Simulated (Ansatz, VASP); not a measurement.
This is a calculation of As for Ansatz 0.2.0.

File input.yaml:

```yaml
crystal:
  lattice:
    - [2.6855356826, 0.0, 0.0]
    - [0.0, 2.6855356826, 0.0]
    - [0.0, 0.0, 2.6855356826]
  atoms:
    - { symbol: As, position: [0.5, 0.5, 0.5] }
kpoints:
  mp_grid: { grid: [10, 10, 10] }
scf:
  occupations: { method: fermi_dirac, width: 0.05 }
hamiltonian:
  xc: pbesol
  pseudopotentials: { kind: all_electron, lapw: { basis_error: 0.0005 } }
output:
  forces: true
  stress: true
  eigenvalues: true
```

Potentials or basis: all-electron LAPW, scalar-relativistic.

Launch:

```console
$ ansatz run input.yaml --threads 1 --pin off --max-ram 3072MiB --backend cpu --events-out ev --progress --plain --runs-dir out
```

Question: Translate it to VASP 6.6.1. Potentials there: VASP PAW PBE potentials, release 64 (As).

Answer: As run (the cutoff follows the program's own potentials):

The input INCAR:

```
SYSTEM = As
ALGO = Normal
EDIFF = 1E-6
ENCUT = 520
GGA = PS
ISIF = 2
ISMEAR = -1
LASPH = .True.
LCHARG = .False.
LREAL = .False.
LWAVE = .False.
NBANDS = 8
NELM = 60
PREC = Accurate
SIGMA = 0.05
```

KPOINTS

```
k-points
0
Gamma
  10 10 10
  0 0 0
```

The input POSCAR:

```
As
1.0
    2.6855356826      0.0000000000      0.0000000000
    0.0000000000      2.6855356826      0.0000000000
    0.0000000000      0.0000000000      2.6855356826
As
1
Direct
    0.5000000000      0.5000000000      0.5000000000
```

Potentials or basis: VASP PAW PBE potentials, release 64 (As).

The run is started by

```console
$ cat potpaw_PBE.64/As/POTCAR > POTCAR
$ mpirun -np 1 vasp_std > vasp.out
```

Both were run:

|  | VASP | Ansatz | Ansatz less VASP |
| --- | --- | --- | --- |
| gap on the k mesh at the Fermi level (eV) | none | none | - |
| pressure (GPa) | 0.6 | 0.2 | -0.34 |

A gap of «none» marks a metal or a gap that the smearing closes. Ansatz ran all-electron here, so the differences hold the error of VASP's frozen core and of both bases.

Caveats: the PAW data sets were made with another functional, which shifts forces and pressure a little (VASP).
